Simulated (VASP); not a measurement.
A run of VASP 6.6.1 is set up as follows.

The input INCAR:

```
SYSTEM = Te
ALGO = Normal ; BPARAM = 11.95
CPARAM = 0.0093 ; EDIFF = 1E-7
EDIFFG = -0.005 ; ENCUT = 600
IBRION = 2 ; ISIF = 3
ISMEAR = 0 ; IVDW_NL = 2
LASPH = .TRUE. ; LCHARG = .FALSE.
LMIXTAU = .TRUE. ; LREAL = .FALSE.
LUSE_VDW = .TRUE. ; LWAVE = .FALSE.
METAGGA = R2SCAN ; NELM = 80
NSW = 90 ; PREC = Accurate
SIGMA = 0.1
```

KPOINTS

```
k-points
0
G
  9 9 6
  0 0 0
```

File POSCAR:

```
Te
1.0
    4.6013525200      0.0000000000      0.0000000000
   -2.3006762600      3.9848881700      0.0000000000
    0.0000000000      0.0000000000      5.9000620000
Te
3
Direct
    0.2566971700      0.0000000000      0.3333333300
    0.0000000000      0.2566971700      0.6666666700
    0.7433028300      0.7433028300      0.0000000000
```

Potentials or basis: VASP PAW PBE potentials, release 64 (Te).

Command:

```bash
$ cat potpaw_PBE.64/Te/POTCAR > POTCAR
$ mpirun -np 1 vasp_std > vasp.out
```

What does it give for the relaxed cell?

a = 4.478 Å, b = 4.478 Å, c = 5.948 Å, α = 90.00°, β = 90.00°, γ = 120.00°.

What does it give for the relaxed volume?

34.43 Å³/atom.

What does it give for the space group after relaxing (to 0.05 Å)?

P3_121 (No. 152).

What does it give for the band gap on the k mesh?

0.33 eV, direct.

Final structure:
```
CELL_PARAMETERS angstrom
4.47765 0.00000 0.00000
-2.23883 3.87776 0.00000
0.00000 0.00000 5.94802
ATOMIC_POSITIONS crystal
Te 0.26495 0.00000 0.33333
Te 0.00000 0.26495 0.66667
Te 0.73505 0.73505 0.00000
```

Caveat: the PAW data sets were made with another functional, which shifts forces and pressure a little; spin-orbit coupling is left out, which moves the levels of the heavy elements; an odd mesh through Γ misses points on the zone boundary, where band edges often lie. r2SCAN opens gaps a little over a GGA but as a rule still falls short of measured ones.
